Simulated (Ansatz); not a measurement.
# TiO2: Field gradients at the nuclei

The cell is a computed structure from the Materials Project (it need not be an observed phase), atoms as given.

Space group Pbcn (No. 60); a = 4.5453, b = 5.5196, c = 4.9092 Å.

```
site  Wyckoff  site symmetry       x       y       z
  Ti       4c            .2.  0.5000  0.6730  0.7500
   O       8d              1  0.7285  0.6183  0.0814
```

One atom of each set is listed.

Computed with Ansatz: DFT, PBE, plane waves and PAW (field gradients read without the response of the frozen cores, which leaves them typically 4 to 6 % off), scalar-relativistic, 420 eV cutoff, Γ-centred 5×4×4 k-points, Fermi–Dirac smearing 0.02 eV.

Conventions: |V_zz| ≥ |V_yy| ≥ |V_xx|, η = (V_xx − V_yy)/V_zz, C_Q = eQV_zz/h.

49Ti: I = 7/2, Q = 247.0 mb; ¹⁷O: I = 5/2, Q = -25.58 mb. Nuclear quadrupole moments: year-2017 set (Pyykkö).

**Question.** Give the quadrupolar parameters of the distinct sites.

**Answer.** 

| site | atoms | first shell | V_zz (10²¹ V/m²) | η | C_Q (MHz) |
| --- | --- | --- | --- | --- | --- |
| Ti | 4 | 6 O at 1.88–2.09 Å | 2.78 | 0.27 | 16.6 |
| O | 8 | 3 Ti at 1.88–2.09 Å; also 1 Ti at 3.20 Å | -2.82 | 0.61 | 1.75 |
